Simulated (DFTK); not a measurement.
Ir:

```
Ir
1.0
     2.75138    0.00000    0.00000
    -1.37569    2.38276    0.00000
     0.00000    0.00000    4.46229
Ir
2
Direct
  0.33333 0.66667 0.25000
  0.66667 0.33333 0.75000
```

This isn't the form of Ir at room conditions, which is fcc.

Base run:

* Program: DFTK 0.8.2
* Functional: PBE
* Potentials or basis: dojo.nc.sr.pbe.v0_4_1.standard.upf (PBE)
* Cutoff: 925 eV
* k mesh: 11 × 11 × 6
* Occupations: fermi-dirac, width 0.05 eV
* Spin: no spin polarisation

Its results: band gap on the k mesh none (metal or under the smearing width); pressure -2.0 GPa.

The run is repeated on the same cell with these changes: potentials or basis from dojo.nc.sr.pbe.v0_4_1.standard.upf (PBE) to in-house norm-conserving set (PBE, scalar relativistic). What comes out?

Band gap on the k mesh none (metal or under the smearing width); pressure -1.2 GPa.
